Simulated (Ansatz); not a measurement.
Structure relaxation of Ir

These are results of DFT PBE, scalar-relativistic, plane waves, PAW in Ansatz, not measurements. Cutoff 420 eV, Γ-centred k mesh, Gaussian smearing, no spin polarisation in the final step.

Ir was placed on the simple hexagonal structure type (P6/mmm, No. 191), at a guessed volume.

```
CELL_PARAMETERS angstrom
2.61950 0.00000 0.00000
-1.30975 2.26855 0.00000
0.00000 0.00000 2.44760
ATOMIC_POSITIONS crystal
Ir 0.00000 0.00000 0.00000
```

Cell and atoms relax at zero pressure; the relaxation can't lower the symmetry of the start. After a coarse first stage the cell is made exact in the group found at 0.06 Å.

Energies count from the standard state of Ir at the same level.

Q: Which crystal results?

A: It keeps P6/mmm (No. 191). The result has the simple hexagonal structure. Conventional cell: a = 2.657 Å, c = 2.598 Å. Ir is coordinated by 8 Ir at 2.60–2.66 Å.

```xyz
1
Lattice="2.6568 0.0000 0.0000 -1.3284 2.3008 0.0000 0.0000 0.0000 2.5978" Properties=species:S:1:pos:R:3 pbc="T T T"
Ir    0.0000    0.0000    0.0000
```

Q: What are its volume, energy, density and gap?

A: The volume per atom is 15.88 Å³, the density is 20.10 g/cm³ and the energy over the standard structure is 0.57 eV/atom. The gap on the 24×24×22 mesh is 0 eV (a metal).

The final run used a 24×24×22 mesh on its 1-atom cell and 0.10 eV smearing. The k mesh leaves about 4 meV/atom of noise in metals. Spin–orbit coupling is left out. Symmetry constrained the relaxation, so the result can be a saddle point.

This form isn't the element's structure at ambient conditions.